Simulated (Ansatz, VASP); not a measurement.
## ZnS: VASP beside Ansatz

INCAR

```
SYSTEM = ZnS
ALGO     = Normal         ! electronic algorithm
EDIFF    = 1E-6           ! SCF threshold, eV
ENCUT    = 520            ! plane-wave cutoff, eV
GGA      = PS             ! functional
ISIF     = 2              ! what is computed and relaxed
ISMEAR   = 0              ! smearing method
LASPH    = .True.         ! aspherical terms in the spheres
LCHARG   = .False.        ! write CHGCAR
LREAL    = .False.        ! projectors in reciprocal space
LWAVE    = .False.        ! write WAVECAR
NBANDS   = 16             ! bands
NELM     = 80             ! most SCF steps
PREC     = Accurate       ! precision mode
SIGMA    = 0.05           ! smearing width, eV
```

File KPOINTS:

```
k-points
0
Gamma
  12 12 12
  0 0 0
```

The input POSCAR:

```
ZnS
1.0
    0.0000000000      2.3670829896      2.3670829896
    2.3670829896      0.0000000000      2.3670829896
    2.3670829896      2.3670829896      0.0000000000
S Zn
1 1
Direct
    0.0000000000      0.0000000000      0.0000000000
    0.5000000000      0.5000000000      0.5000000000
```

Input for Ansatz:

```yaml
crystal:
  lattice:
    - [0.0, 2.3670829896, 2.3670829896]
    - [2.3670829896, 0.0, 2.3670829896]
    - [2.3670829896, 2.3670829896, 0.0]
  atoms:
    - { symbol: S, position: [0.0, 0.0, 0.0] }
    - { symbol: Zn, position: [0.5, 0.5, 0.5] }
basis:
  ecutwfc: 420
  ecutrho_ratio: 4
kpoints:
  mp_grid: { grid: [12, 12, 12] }
hamiltonian:
  xc: pbesol
scf:
  occupations: { method: gaussian, width: 0.05 }
output:
  forces: true
  stress: true
  eigenvalues: true
```

Alike in both runs: task single point; functional PBEsol; k mesh 12 × 12 × 12; occupations gaussian, width 0.05 eV; no spin polarisation.

|  | VASP | Ansatz |
| --- | --- | --- |
| version | VASP 6.6.1 | Ansatz 0.2.0 |
| potentials or method | VASP PAW PBE potentials, release 64 (S, Zn) | scalar-relativistic, plane waves, PAW |
| plane-wave cutoff (eV) | 520 | 420 |
| valence electrons in the cell | 18 | 18 |

Ansatz gave:

- gap on the k mesh at the Fermi level (eV): none
- pressure (GPa): 25.6

Task: Estimate VASP's values.

Result: gap on the k mesh at the Fermi level (eV): none; pressure (GPa): 26.2.

A gap of «none» marks a metal or a gap that the smearing closes.

Caveats: so large a pressure means that the cell lies far from this level's equilibrium, or that cutoff or potentials fall short (VASP); the potentials were made for another functional, which shifts forces and pressure (VASP).
